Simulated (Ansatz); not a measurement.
Migration: a Ge vacancy in diamond Ge, 63 atoms, charge 0

The calculation used DFT, PBEsol, PAW, plane waves in Ansatz 0.2.0.

Command:

```sh
ansatz run in.yaml --threads 8 --pin off --max-ram 118750MiB --runs-dir r --events-out ev --progress --plain --backend cuda --devices 0, --max-vram 170GiB
```

The input less its lattice and atoms:

```yaml
crystal:
  symmetry: { detect: false }
kpoints:
  mp_grid: { grid: [1, 1, 1], shift: [0.25, 0.25, 0.25] }
hamiltonian:
  xc: pbesol
scf:
  occupations: { method: fermi_dirac, width: 0.01 }
neb:
  images: 5
  f_tol: 0.06
  max_iterations: 90
  relax_end_points: true
```

First end, relaxed:

```xyz
63
Lattice="11.3512 0.0000 0.0000 0.0000 11.3512 0.0000 0.0000 0.0000 11.3512" Properties=species:S:1:pos:R:3 pbc="T T T"
Ge    0.0051    0.0089    0.0084
Ge   11.3365   11.3403    5.7037
Ge   11.3360    5.7044   11.3391
Ge    0.0038    5.6755    5.6755
Ge    5.7005   11.3409   11.3398
Ge    5.6718    0.0080    5.6757
Ge    5.6714    5.6758    0.0075
Ge    1.4220    1.4256    1.4249
Ge    1.4321    1.4358    7.0863
Ge    1.4318    7.0865    1.4353
Ge    1.4168    7.1060    7.1048
Ge    7.0830    1.4362    1.4363
Ge    7.1030    1.4203    7.1055
Ge    7.1023    7.1058    1.4195
Ge    6.6521    6.6557    6.6555
Ge    2.8634    2.8675    0.0289
Ge    2.9054    2.9090    5.7388
Ge    2.8412    8.5195    0.0023
Ge    2.8854    8.4842    5.6849
Ge    8.5159    2.8448    0.0022
Ge    8.4800    2.8890    5.6845
Ge    8.5098    8.5135   11.3174
Ge    8.3800    8.3829    5.7500
Ge    4.2741    4.2765    1.4702
Ge    4.4479    4.4513    6.9420
Ge    4.2408    9.9322    1.4348
Ge    4.2818    9.9129    7.1109
Ge    9.9278    4.2448    1.4350
Ge    9.9097    4.2845    7.1108
Ge    9.9176    9.9206    1.4053
Ge    9.8748    9.8784    7.0535
Ge    2.8639    0.0298    2.8666
Ge    2.8417    0.0025    8.5190
Ge    2.9057    5.7389    2.9082
Ge    2.8854    5.6857    8.4829
Ge    8.5165    0.0022    2.8445
Ge    8.5100   11.3176    8.5130
Ge    8.4796    5.6852    2.8884
Ge    8.3800    5.7504    8.3826
Ge    4.2742    1.4707    4.2769
Ge    4.2406    1.4361    9.9312
Ge    4.4468    6.9431    4.4504
Ge    4.2811    7.1113    9.9126
Ge    9.9280    1.4357    4.2443
Ge    9.9170    1.4057    9.9205
Ge    9.9096    7.1105    4.2842
Ge    9.8745    7.0545    9.8777
Ge    0.0254    2.8670    2.8665
Ge   11.3502    2.8447    8.5196
Ge   11.3501    8.5198    2.8449
Ge   11.3143    8.5132    8.5125
Ge    5.7364    2.9101    2.9100
Ge    5.6815    2.8885    8.4831
Ge    5.6813    8.4837    2.8879
Ge    5.7469    8.3834    8.3834
Ge    1.4667    4.2776    4.2769
Ge    1.4321    4.2448    9.9310
Ge    1.4325    9.9319    4.2440
Ge    1.4024    9.9210    9.9202
Ge    6.9377    4.4535    4.4535
Ge    7.1073    4.2853    9.9127
Ge    7.1072    9.9130    4.2849
Ge    7.0507    9.8788    9.8783
```

The last end differs by the jump below and was relaxed too.

Atom 15 (Ge) jumps. The converged band:

```
image  path length (Å)  energy (eV)  x of the mover (Å)  y (Å)  z (Å)
    0             0.00        0.000               6.652  6.656  6.655
    1             0.17        0.007               6.569  6.573  6.572
    2             0.33        0.022               6.479  6.483  6.482
    3             0.50        0.030               6.386  6.390  6.390
    4             0.66        0.023               6.295  6.299  6.298
    5             0.82        0.007               6.206  6.210  6.209
    6             0.99        0.000               6.122  6.126  6.126
```

Highest image (3):

```xyz
63
Lattice="11.3512 0.0000 0.0000 0.0000 11.3512 0.0000 0.0000 0.0000 11.3512" Properties=species:S:1:pos:R:3 pbc="T T T"
Ge    0.0007    0.0043    0.0039
Ge   11.3319   11.3357    5.7024
Ge   11.3318    5.7029   11.3351
Ge    0.0048    5.6727    5.6722
Ge    5.6991   11.3358   11.3352
Ge    5.6691    0.0085    5.6722
Ge    5.6690    5.6727    0.0080
Ge    1.4182    1.4219    1.4214
Ge    1.4380    1.4417    7.0745
Ge    1.4380    7.0748    1.4412
Ge    1.4145    7.1048    7.1042
Ge    7.0713    1.4417    1.4413
Ge    7.1012    1.4182    7.1043
Ge    7.1011    7.1048    1.4177
Ge    6.3865    6.3902    6.3897
Ge    2.8628    2.8666    0.0312
Ge    2.9156    2.9194    5.7407
Ge    2.8366    8.5284   11.3497
Ge    2.8691    8.4943    5.6763
Ge    8.5246    2.8403   11.3496
Ge    8.4906    2.8727    5.6762
Ge    8.4980    8.5016   11.3023
Ge    8.3294    8.3331    5.7737
Ge    4.2724    4.2760    1.4748
Ge    4.4408    4.4444    7.0029
Ge    4.2455    9.9375    1.4271
Ge    4.2801    9.9051    7.1006
Ge    9.9338    4.2490    1.4271
Ge    9.9014    4.2836    7.1006
Ge    9.9075    9.9111    1.3946
Ge    9.8545    9.8581    7.0364
Ge    2.8629    0.0317    2.8660
Ge    2.8366   11.3501    8.5279
Ge    2.9157    5.7411    2.9189
Ge    2.8691    5.6768    8.4937
Ge    8.5247   11.3500    2.8399
Ge    8.4980   11.3028    8.5011
Ge    8.4906    5.6767    2.8722
Ge    8.3294    5.7741    8.3326
Ge    4.2724    1.4752    4.2756
Ge    4.2454    1.4277    9.9369
Ge    4.4407    7.0035    4.4439
Ge    4.2800    7.1011    9.9047
Ge    9.9338    1.4276    4.2485
Ge    9.9075    1.3950    9.9107
Ge    9.9014    7.1010    4.2832
Ge    9.8544    7.0369    9.8576
Ge    0.0280    2.8665    2.8660
Ge   11.3465    2.8403    8.5279
Ge   11.3465    8.5283    2.8399
Ge   11.2991    8.5016    8.5011
Ge    5.7376    2.9194    2.9191
Ge    5.6731    2.8728    8.4937
Ge    5.6731    8.4943    2.8722
Ge    5.7705    8.3333    8.3329
Ge    1.4715    4.2760    4.2756
Ge    1.4239    4.2493    9.9370
Ge    1.4239    9.9375    4.2487
Ge    1.3913    9.9111    9.9106
Ge    6.9996    4.4448    4.4443
Ge    7.0974    4.2837    9.9046
Ge    7.0974    9.9050    4.2832
Ge    7.0333    9.8584    9.8578
```

**Question.** What are the barriers forward and back?

**Answer.** 0.030 eV forward and 0.030 eV back, at the single k point (¼, ¼, ¼) without its symmetry partners. The one k point singles out an axis, so the ends can be distorted along it and jumps that symmetry makes equal can differ. At the first end the four neighbours lie 1.70, 2.14, 2.15, 2.15 Å from the vacant site; one stands apart, as that axis makes it, so a match with measurement can be chance. The highest image climbed; that it is a first-order saddle isn't proved.

Time: 26 s of wall time on one NVIDIA GB200 with 8 processor threads, on a host shared with other runs; peak host memory 3 GiB.
